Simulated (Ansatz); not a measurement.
# Computed properties of GdN

```
CELL_PARAMETERS angstrom
0.00000 2.49950 2.49950
2.49950 0.00000 2.49950
2.49950 2.49950 0.00000
ATOMIC_POSITIONS crystal
Gd 0.00000 0.00000 0.00000
N 0.50000 0.50000 0.50000
```

Atom numbers follow the list: Gd1, N2.

The cell is COD entry 9008638, as deposited and not checked against the literature; nothing was relaxed.

Semilocal functionals without a Hubbard term describe localised f shells poorly; where the shell is localised, the real material differs.

Other magnetic orders may lie lower; this is the state that the run reached.

Spin–orbit coupling is left out, though it moves levels of the heavy atoms by tenths of an eV or more.

All numbers are computed: DFT, PBE, all-electron LAPW, scalar-relativistic (Ansatz 0.2.0); DFT, PBE, PAW with Ansatz's default frozen-core files, scalar-relativistic (Ansatz 0.2.0).

For LAPW: a Γ-centred 13×13×13 k mesh, Fermi–Dirac smearing of 0.05 eV, basis error target 0.5 meV/atom, spin-polarised from start moments Gd1 7 μB. PAW takes a cutoff of 420 eV at this cell. The Ansatz runs share mesh, smearing and spin set-up. Values come from LAPW unless marked.

```yaml
Löwdin_charges_with_0.04_e_of_the_cell_spilling_out_of_the_atomic_basis_so_their_sizes_and_signs_hang_on_that_basis: Gd1 0.73, N2 -0.69 e
Bader_charges_from_the_PAW_run: Gd1 +1.76, N2 -1.76 e
Moment_of_the_cell: 7.00 μB
Pressure_at_this_cell: -12.9 kbar
Volume_per_atom: 15.62 Å³
```

(1) Moments in the spheres: what does the calculation give?

(2) Band gap: what does the calculation give?

(3) Predict this quantity. Density of states at the Fermi level (0.2 eV bin).

Results:

(1) Gd1 6.99, N2 -0.10 μB.

(2) None at this level of theory (metallic, semimetallic, or a small gap that the functional closes).

(3) 0.06 states/eV per cell.
